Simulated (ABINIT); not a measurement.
A run of ABINIT 10.8.3 (patched build) is set up as follows.

Contents of run.abi:

```
# Datasets: one volume each
ndtset 7
getwfk -1
scalecart1 3*0.9795861087
scalecart2 3*0.9864848297
scalecart3 3*0.9932883884
scalecart4 3*1.0000000000
scalecart5 3*1.0066227096
scalecart6 3*1.0131594038
scalecart7 3*1.0196128224

# Pseudopotentials
pp_dirpath "./"
pseudos "Hf.GGA_PBE-JTH.xml, N.GGA_PBE-JTH.xml"

# Structure
acell 3*1.0 Angstrom
rprim
     0.0000000000     2.2560000000     2.2560000000
     2.2560000000     0.0000000000     2.2560000000
     2.2560000000     2.2560000000     0.0000000000
ntypat 2
znucl 72 7
natom 2
typat 1 2
xred
     0.0000000000     0.0000000000     0.0000000000
     0.5000000000     0.5000000000     0.5000000000

# Plane-wave basis
ecut 26.0
pawecutdg 48.0

# k points
kptopt 1
ngkpt 10 10 10
nshiftk 1
shiftk 0.0 0.0 0.0

# Exchange and correlation
ixc 11
vdw_xc 7

# Bands and occupations
nband 13
occopt 3
tsmear 0.00183747

# SCF cycle
nstep 100
tolvrs 1.0e-9

# Output
iomode 3
prtwf 1
prtden 0
prteig 0
prtebands 0
```

Potentials or basis: JTH PAW PBE v2.0.

Run with:

```console
$ abinit run.abi > log 2>&1
```

**Question.** Estimate the equilibrium volume.

**Answer.** 11.46 Å³/atom.

**Question.** Predict the bulk modulus.

**Answer.** 281 GPa.

**Question.** Estimate the pressure derivative of the bulk modulus.

**Answer.** 4.3.

Energy against volume, from the lowest point:
```
volume (Å³/atom)  energy (meV/atom)
          10.793              37.33
          11.023              15.32
          11.252               3.23
          11.482               0.00
          11.712               4.81
          11.941              16.79
          12.171              35.23
```

Caveat: pressures at fixed basis lie under the slope of the energies. The run has no spin-orbit coupling, so splittings on Hf are missing.
